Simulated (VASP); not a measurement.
LiHF2:

```xyz
4
Lattice="2.9006 0.0000 0.0000 0.0000 2.9006 0.0000 0.0000 0.0000 3.8690" Properties=species:S:1:pos:R:3 pbc="T T T"
Li    0.0000    0.0000    0.0000
H     1.4503    1.4503    1.9345
F     0.0000    0.0000    1.9345
F     1.4503    1.4503    0.0000
```

The cell was built by a generator and needn't be a form met in nature.

* Program: VASP 6.6.1
* Task: relaxation of cell and atoms
* Functional: PBEsol
* Potentials or basis: VASP PAW PBE potentials, release 64 (Li_sv, H, F)
* Cutoff: 600 eV
* k mesh: 8 × 8 × 6
* Occupations: fermi-dirac, width 0.03 eV
* Spin: no spin polarisation

At the start: pressure -13.8 GPa; volume 8.14 Å³/atom.

Problem. How do energy, volume and symmetry change on relaxing?

Solution. Over 8 steps the energy falls by 83.0 meV/atom and the volume is 6.56 Å³/atom (-19.4 %); space group P4/mmm (No. 123, to 0.05 Å).

Step by step:
```
step  energy change (eV)  largest force (eV/Å)  pressure (GPa)  volume (Å³)
   1              0.0000                0.0000          -13.84        32.55
   2             -0.2364                0.0000           -8.97        29.35
   3             -0.3274                0.0000           -1.82        26.81
   4             -0.3298                0.0000            0.26        26.27
   5             -0.3299                0.0000           -0.18        26.39
   6             -0.3303                0.0000           -0.21        26.37
   7             -0.3313                0.0000           -0.21        26.33
   8             -0.3322                0.0000           -0.09        26.22
```

Final structure:
```
CELL_PARAMETERS angstrom
2.68799 0.00000 0.00000
0.00000 2.68799 0.00000
0.00000 0.00000 3.62942
ATOMIC_POSITIONS crystal
Li 0.00000 0.00000 0.00000
H 0.50000 0.50000 0.50000
F 0.00000 0.00000 0.50000
F 0.50000 0.50000 0.00000
```

Caveat: the cutoff is under 1.25 times the usual one of these potentials, so pressure, stress and relaxed cells hold a basis-set (Pulay) error; the volume moved by over 15 % at a fixed basis, so the end points are rough; the PAW data sets were made with another functional, which shifts forces and pressure a little.
